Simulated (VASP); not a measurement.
K: relaxation of cell and atoms with PBE

The system is K.

```
K
1.0
    -2.63810    2.63810    2.63810
     2.63810   -2.63810    2.63810
     2.63810    2.63810   -2.63810
K
1
Direct
  0.00000 0.00000 0.00000
```

- Program: VASP 6.6.1
- Task: relaxation of cell and atoms
- Functional: PBE
- Potentials or basis: VASP PAW PBE potentials, release 64 (K_sv)
- Cutoff: 600 eV
- k mesh: 12 × 12 × 12
- Occupations: methfessel-paxton, width 0.1 eV
- Spin: no spin polarisation
- Further INCAR settings: ALGO = Normal; EDIFF = 1e-07; IBRION = 2; EDIFFG = -0.005; NSW = 90; ISIF = 3

- Relaxed volume: 73.71 Å³/atom
- Relaxed cell: a = 4.575 Å, b = 4.575 Å, c = 4.575 Å, α = 109.47°, β = 109.47°, γ = 109.47°
- Space group after relaxing (to 0.05 Å): Im-3m (No. 229)
- Energy gained by relaxing: 0.0 meV/atom
- Ionic steps: 3
- Pressure after relaxing: 0.0 GPa
- Band gap on the k mesh: none (metal or under the smearing width)

Final structure:
```
K
1.0
    -2.64128    2.64128    2.64128
     2.64128   -2.64128    2.64128
     2.64128    2.64128   -2.64128
K
1
Direct
  0.00000 0.00000 0.00000
```

Levels at points of the mesh, in eV from the Fermi level:
| k point | band 1 | band 2 | band 3 | band 4 | band 5 | band 6 | band 7 | band 8 |
| --- | --- | --- | --- | --- | --- | --- | --- | --- |
| (0.00, 0.00, 0.00) | -32.12 | -15.57 | -15.57 | -15.57 | -2.14 | 4.31 | 4.31 | 4.31 |
| (0.50, 0.00, 0.00) | -32.11 | -15.63 | -15.59 | -15.57 | 0.46 | 0.70 | 3.18 | 4.88 |
| (0.50, 0.50, 0.50) | -32.11 | -15.62 | -15.62 | -15.62 | 1.69 | 1.69 | 3.49 | 3.49 |

Run time: 78 s on 1 thread of Intel(R) Xeon(R) Platinum 8488C (Sapphire Rapids) (shared host), peak memory 0.27 GiB.

PBE usually gives volumes a little too large and moduli too small. Zero-point motion and thermal expansion aren't in these numbers.
